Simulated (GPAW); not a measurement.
Write an ASE script for GPAW 26.7.0 that does the following.

| Quantity | Value |
| --- | --- |
| Task | single point |
| Functional | PBE |
| Potentials or basis | GPAW PAW data sets (gpaw-data 1.2.1) |
| Cutoff | 450 eV |
| Basis | pw |
| k mesh | 11 × 10 × 9 |
| Occupations | fermi-dirac, width 0.05 eV |
| Spin | no spin polarisation |
| Maxiter | 120 |
| Convergence | default |

The structure of Si lies in Si.xyz:

```xyz
1
Lattice="-1.6322467100 1.6887678500 1.1666669100 1.7308028500 -1.6932995100 1.2936920400 1.6246017100 1.6856545100 -1.1722508300" Properties=species:S:1:pos:R:3 pbc="T T T"
Si     0.0000000000      0.0000000000      0.0000000000
```

This isn't the form of Si at room conditions, which is diamond.

The cell isn't the ideal one: cell sheared at random, sigma 0.06, atoms nudged by 0.01 Å.

The input as run:

run.py

```python
from ase.dft.bandgap import bandgap
from ase.io import read, write
from ase.units import GPa
from gpaw import GPAW, PW

atoms = read('Si.xyz')

calc = GPAW(mode=PW(450),
            xc='PBE',
            kpts={'size': (11, 10, 9), 'gamma': True},
            occupations={'name': 'fermi-dirac', 'width': 0.05},
            nbands=8,
            maxiter=120,
            txt='gpaw.txt')
atoms.calc = calc
energy = atoms.get_potential_energy()
forces = atoms.get_forces()
stress = atoms.get_stress()
calc.write('gs.gpw')
write('result.traj', atoms)
print(f'Energy: {energy:.6f} eV')
print('Forces (eV/A):')
print(forces.round(4))
print('Stress (GPa):', (stress / GPa).round(3))
print('Fermi level:', round(calc.get_fermi_level(), 4), 'eV')
print(f'Gap: {bandgap(calc)[0]:.4f} eV, direct: {bandgap(calc, direct=True)[0]:.4f} eV')
```

Potentials or basis: GPAW PAW data sets (gpaw-data 1.2.1), pw.

Launch:

```bash
$ OMP_NUM_THREADS=1 python run.py
```

It gave:

```yaml
Pressure: 6.6 GPa
Band_gap_on_the_k_mesh: none (metal or under the smearing width)
```

Caveat: the cutoff is short for stress and forces, so pressures can be off by a GPa or more.

It took 25 s on 1 thread of Arm Neoverse V1 (shared host), peak memory 0.15 GiB.
